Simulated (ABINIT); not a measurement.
Set up this calculation in ABINIT 10.8.3 (patched build), as the native input.

- Task: single point
- Functional: PBEsol
- Potentials or basis: JTH PAW PBE v2.0
- Cutoff: 844 eV
- k mesh: 13 × 13 × 13
- Occupations: fermi-dirac, width 0.05 eV
- Spin: no spin polarisation
- Fine-grid cutoff: 1442.2 eV

Crystal: BN.

```
N B
1.0
     0.00000    1.81300    1.81300
     1.81300    0.00000    1.81300
     1.81300    1.81300    0.00000
N B
1 1
Cartesian
  0.9065 0.9065 0.9065
  0.0000 0.0000 0.0000
```

The cell is a database's computed one.

These files were run (other wordings do the same):

run.abi

```
pp_dirpath "./"
pseudos "N.GGA_PBE-JTH.xml, B.GGA_PBE-JTH.xml"

acell 3*1.0
rprim
     0.0000000000     3.4260753537     3.4260753537
     3.4260753537     0.0000000000     3.4260753537
     3.4260753537     3.4260753537     0.0000000000
ntypat 2
znucl 7 5
natom 2
typat 1 2
xcart
     0.9065005000     0.9065005000     0.9065005000
     0.0000000000     0.0000000000     0.0000000000 Angstrom

ecut 843.552974 eV
pawecutdg 53.0
pawxcdev 0

kptopt 1
ngkpt 13 13 13
nshiftk 1
shiftk 0.0 0.0 0.0

ixc -116133

nband 8
occopt 3
tsmear 0.05 eV

nstep 100
tolvrs 1.0e-9

iomode 3
prtwf 0
prtden 0
prteig 0
prtebands 0
enunit 2
```

Potentials or basis: JTH PAW PBE v2.0.

Launch:

```bash
$ abinit run.abi > log 2>&1
```

It gave:

| Item | Value |
| --- | --- |
| Pressure | -6.2 GPa |
| Band gap on the k mesh | 4.34 eV, indirect (least direct gap 8.70 eV) |
| Valence electrons inside the program's atomic spheres | N 2.70; B 2.04 |

Caveat: the PAW data sets were made with another functional, which shifts forces and pressure a little; an odd mesh through Γ misses points on the zone boundary, where band edges often lie.

Wall time 14 s on 1 thread of Arm Neoverse V2, on a shared host, peak memory 0.09 GiB.
